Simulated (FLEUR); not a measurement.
Runs of FLEUR MaX-R8.1 (later development tree) on As. Symmetry: Pm-3m, No. 221, cubic system. Conventional cell: a = 2.704 Å, b = 2.704 Å, c = 2.704 Å, α = 90.00°, β = 90.00°, γ = 90.00°. Around As (site symmetry m-3m) lie 6 As at 2.70 Å. This isn't the form of As at room conditions, which is rhombohedral.

```tsv
task	level	spin	cell	k mesh	gmax	muffin-tin radii	max iterations	mixing factor	mixer	kmax	gap on the mesh (eV)	V0 of scaled cells (Å³/atom)	B0 (GPa)
single point	PBEsol	off	as given	10 × 10 × 10	13.1 1/bohr	As 2.32 bohr	60	0.05	Anderson	4.22 1/bohr	none	-	-
equation of state	PBEsol	off	as given	10 × 10 × 10	13.1 1/bohr	As 2.32 bohr	-	-	-	4.22 1/bohr	-	(a)	91
equation of state	SCAN	off	as given	10 × 10 × 10	13.1 1/bohr	As 2.32 bohr	-	-	-	4.22 1/bohr	-	19.47	91
single point	PBEsol	off	cell strained at random at fixed volume	10 × 10 × 10	13.1 1/bohr	As 2.32 bohr	60	0.05	Anderson	4.22 1/bohr	none	-	-
```

Alike in all rows: potentials or basis all-electron, FLAPW; smearing fermi-dirac 0.05 eV.

**Question.** Fill in the values left out.

**Answer.** (a) 19.42.

Caveats: the meta-GGA is that of a development version, with a GGA for the radial functions and cores and without core tails (some runs).

A k mesh can miss the band edges, and the runs leave out spin-orbit coupling on As.

A gap of «none» marks a metal or a gap under the smearing width.
